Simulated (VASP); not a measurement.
Level of theory: r2SCAN meta-GGA, VASP's PBE PAW potentials (set 64) (plane waves; VASP 6.6.1).

Input for VASP

INCAR:
```
LMAXMIX=4   # l cut-off of mixed one-centre charges
METAGGA=R2SCAN
ISIF=2   # forces and stress, cell fixed
ALGO=Normal   # blocked Davidson
LASPH=.TRUE.
SYSTEM=BaSnO3
LCHARG=.FALSE.
PREC=Accurate
NELM=100   # most electronic steps
LREAL=.FALSE.   # projection in real space or not
SIGMA=0.05   # width (eV)
EDIFF=1E-7   # SCF stop (eV)
LMIXTAU=.TRUE.
ENCUT=520
ISMEAR=0   # Gaussian
LWAVE=.FALSE.
```

POSCAR:
```
BaSnO3
1
    4.1446870019     0.0000000000     0.0000000000
    0.0000000000     4.1446870019     0.0000000000
    0.0000000000     0.0000000000     4.1446870019
Ba Sn O
1 1 3
Direct
  0.0000000000   0.0000000000   0.0000000000
  0.5000000000   0.5000000000   0.5000000000
  0.5000000000   0.0000000000   0.5000000000
  0.0000000000   0.5000000000   0.5000000000
  0.5000000000   0.5000000000   0.0000000000
```

### KPOINTS
```
Regular mesh
0
gamma
 6 6 6
0 0 0
```

POTCAR, in this order: Ba_sv Sn_d O (PBE.64 set). Program: vasp_std.

The run wrote:

**OUTCAR**
```
 ion  position               nearest neighbor table
   1  0.000  0.000  0.000-   3 2.93   4 2.93   5 2.93   3 2.93   4 2.93   4 2.93   5 2.93   4 2.93
                             3 2.93   5 2.93   3 2.93   5 2.93   2 3.59   2 3.59   2 3.59   2 3.59
   2  0.500  0.500  0.500-   3 2.07   4 2.07   5 2.07   5 2.07   3 2.07   4 2.07   1 3.59   1 3.59
                             1 3.59   1 3.59   1 3.59   1 3.59   1 3.59   1 3.59
   3  0.500  0.000  0.500-   2 2.07   2 2.07   1 2.93   1 2.93   1 2.93   1 2.93
   4  0.000  0.500  0.500-   2 2.07   2 2.07   1 2.93   1 2.93   1 2.93   1 2.93
   5  0.500  0.500  0.000-   2 2.07   2 2.07   1 2.93   1 2.93   1 2.93   1 2.93
  LATTYP: Found a simple cubic cell.
 ALAT       =     4.1446870019
 Subroutine PRICEL returns:
 Original cell was already a primitive cell.
 Subroutine GETGRP returns: Found 48 space group operations
The static configuration has the point symmetry O_h .
The dynamic configuration has the point symmetry O_h .
 Subroutine INISYM returns: Found 48 space group operations
 Subroutine IBZKPT returns following result:
 Found     20 irreducible k-points:

 Following reciprocal coordinates:
            Coordinates               Weight
  0.000000  0.000000  0.000000      1.000000
  0.166667  0.000000  0.000000      6.000000
  0.333333  0.000000  0.000000      6.000000
  0.500000  0.000000  0.000000      3.000000
...
```

### OSZICAR
```
       N       E                     dE             d eps       ncg     rms          rms(c)
DAV:   1     0.421712891816E+03    0.42171E+03   -0.22372E+04  1016   0.226E+03
DAV:   2    -0.414717822565E+02   -0.46318E+03   -0.45168E+03  1168   0.567E+02
DAV:   3    -0.951448565968E+02   -0.53673E+02   -0.53248E+02  1213   0.176E+02
DAV:   4    -0.969974630802E+02   -0.18526E+01   -0.18485E+01  1307   0.340E+01
DAV:   5    -0.970557213392E+02   -0.58258E-01   -0.58242E-01  1476   0.534E+00    0.135E+01
DAV:   6    -0.824809340103E+02    0.14575E+02   -0.16186E+01  1519   0.639E+01    0.595E+00
DAV:   7    -0.804633141382E+02    0.20176E+01   -0.22168E+00  1418   0.146E+01    0.299E+00
DAV:   8    -0.845478960075E+02   -0.40846E+01   -0.13626E+00  1090   0.105E+01    0.167E+00
DAV:   9    -0.809684047386E+02    0.35795E+01   -0.81290E-01  1034   0.729E+00    0.355E-01
DAV:  10    -0.812936188069E+02   -0.32521E+00   -0.15484E-01  1161   0.340E+00    0.284E-01
DAV:  11    -0.812048950759E+02    0.88724E-01   -0.47808E-02  1080   0.203E+00    0.894E-02
DAV:  12    -0.813250836130E+02   -0.12019E+00   -0.82102E-02  1033   0.297E+00    0.112E-01
DAV:  13    -0.813280043404E+02   -0.29207E-02   -0.25545E-03  1237   0.505E-01    0.689E-02
DAV:  14    -0.813330158349E+02   -0.50115E-02   -0.30277E-03  1040   0.534E-01    0.288E-02
DAV:  15    -0.813336657270E+02   -0.64989E-03   -0.47079E-04  1078   0.213E-01    0.144E-02
DAV:  16    -0.813336386814E+02    0.27046E-04   -0.17245E-05  1542   0.317E-02    0.140E-02
DAV:  17    -0.813336749510E+02   -0.36270E-04   -0.27721E-05  1429   0.446E-02    0.418E-03
DAV:  18    -0.813337300727E+02   -0.55122E-04   -0.20592E-05  1205   0.525E-02    0.173E-03
DAV:  19    -0.813337299915E+02    0.81277E-07   -0.90947E-07  1301   0.111E-02
   1 F= -.81333730E+02 E0= -.81333730E+02  d E =-.386906E-12
```

### OUTCAR
```
------------------------ aborting loop because EDIFF is reached ----------------------------------------
  FORCE on cell =-STRESS in cart. coord.  units (eV):
  Direction    XX          YY          ZZ          XY          YZ          ZX
  --------------------------------------------------------------------------------------
  Total       -0.0058442     -0.0058442     -0.0058442     -0.0000000     -0.0000000      0.0000000
  in kB       -0.1315114     -0.1315114     -0.1315114     -0.0000000     -0.0000000      0.0000000
  external PRESSURE =      -0.1315114 kB  Pullay stress =       0.0000000 kB
  volume of cell :       71.20
      direct lattice vectors                 reciprocal lattice vectors
     4.144687002  0.000000000  0.000000000     0.241272743  0.000000000  0.000000000
     0.000000000  4.144687002  0.000000000     0.000000000  0.241272743  0.000000000
     0.000000000  0.000000000  4.144687002     0.000000000  0.000000000  0.241272743
 POSITION                                       TOTAL-FORCE (eV/Angst)
 -----------------------------------------------------------------------------------
      0.00000      0.00000      0.00000         0.000000      0.000000      0.000000
      2.07234      2.07234      2.07234         0.000000      0.000000      0.000000
      2.07234      0.00000      2.07234         0.000000      0.000000      0.000000
      0.00000      2.07234      2.07234         0.000000      0.000000      0.000000
      2.07234      2.07234      0.00000         0.000000      0.000000      0.000000
 -----------------------------------------------------------------------------------
    total drift:                                0.000000     -0.000000     -0.000000
  FREE ENERGIE OF THE ION-ELECTRON SYSTEM (eV)
  ---------------------------------------------------
  free  energy   TOTEN  =       -81.3337299915 eV

  energy  without entropy=      -81.3337299915  energy(sigma->0) =      -81.33372999
```
(Selected blocks of OUTCAR.)

The compound is BaSnO3 in the cubic perovskite structure. It was relaxed first.
